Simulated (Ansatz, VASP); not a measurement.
**One calculation of W, 3 ways**

The starting cell:

```
W
1.0
    -1.58234    1.58234    1.58234
     1.58234   -1.58234    1.58234
     1.58234    1.58234   -1.58234
W
1
Direct
  0.00000 0.00000 0.00000
```

Alike in all runs: task relaxation of cell and atoms; functional BLYP; dispersion D3(BJ); k mesh 12 × 12 × 12; occupations fermi-dirac, width 0.05 eV; no spin polarisation; no spin-orbit coupling.

```json
{"program and potentials": "Ansatz, Ansatz PAW", "plane-wave cutoff (eV)": "420", "notes": "potentials made for PBE, which Ansatz adapts in part", "equilibrium volume (Å³/atom)": "15.72"}
{"program and potentials": "Ansatz, all-electron LAPW, scalar-relativistic", "plane-wave cutoff (eV)": "-", "notes": "-", "equilibrium volume (Å³/atom)": "15.72"}
{"program and potentials": "VASP, PBE PAW files W_sv, 600 eV", "plane-wave cutoff (eV)": "600", "notes": "potentials made for PBE", "equilibrium volume (Å³/atom)": "15.82"}
```

The equilibrium volume spans 15.72 (Ansatz, all-electron LAPW, scalar-relativistic) to 15.82 Å³/atom (VASP, PBE PAW files W_sv, 600 eV), with all-electron results at 15.72. Some sets were made for another functional than the one run, which can shift their rows. Relaxations stop with a little pressure left, so the last digit of a volume isn't settled.

Differences between rows come from potentials, basis sets and numerical settings, since the functional is the same but for its coding. Runs on potential files found faulty are left out.
